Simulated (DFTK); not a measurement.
The system is As.

```xyz
2
Lattice="1.8808 1.0859 3.5141 -1.8808 1.0859 3.5141 0.0000 -2.1718 3.5141" Properties=species:S:1:pos:R:3 pbc="T T T"
As    0.0000    0.0000    2.3825
As    0.0000    0.0000    8.1597
```

Program: DFTK 0.8.2. Alike in all runs: task single point; potentials or basis cp2k.nc.sr.pbe.v0_1.largecore.gth (PBE, GTH); no spin polarisation; cell as given; k mesh 3 × 3 × 3; cutoff (eV) 544; smearing fermi-dirac 0.05 eV; the mesh is coarse, so values aren't converged.

**Question.** Order these runs on this cell by their band gap on the k mesh, lowest first.
A. level PBEsol
B. level HF
C. level PBEsol0

**Answer.** A (1.31 eV), C (2.34 eV), B (5.53 eV).

Caveats: all runs use coarse meshes; GTH potentials come without recommended cutoffs, and this one wasn't checked for convergence; an odd mesh through Γ misses points on the zone boundary, where band edges often lie; the program's treatment of exact exchange at zero wave vector lowers gaps by one to five hundredths of an eV on this mesh and cutoff (some runs).
